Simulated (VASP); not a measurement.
Here is the system:

```xyz
2
Lattice="0.0000 2.8352 2.8352 2.8352 0.0000 2.8352 2.8352 2.8352 0.0000" Properties=species:S:1:pos:R:3 pbc="T T T"
Na     0.0000     0.0000     0.0000
Br     2.8352     2.8352     2.8352
```

These are LDA (Ceperley-Alder, Perdew-Zunger), VASP's LDA PAW potentials (set 64) (plane waves; VASP) values and carry that method's errors. Settings: 520 eV cut-off, 8×8×8 Γ-centred mesh, Gaussian smearing of 0.050 eV, potentials Na_pv Br.

### Question
What does the run give for the energy per atom (σ→0), pressure, band gap (on the k-mesh) with the smallest direct gap where there is one?

### Answer

The band gap (on the k-mesh) is 4.30 eV and the smallest direct gap (on the k-mesh) is 4.30 eV. The energy per atom (σ→0) comes out as -3368 meV/atom. The pressure is 1.88 GPa.

Only differences to runs with the same potentials and settings are physical.

The compound is NaBr in the rock salt structure. This cell is one point of a volume scan, at 0.94 of the reference volume.
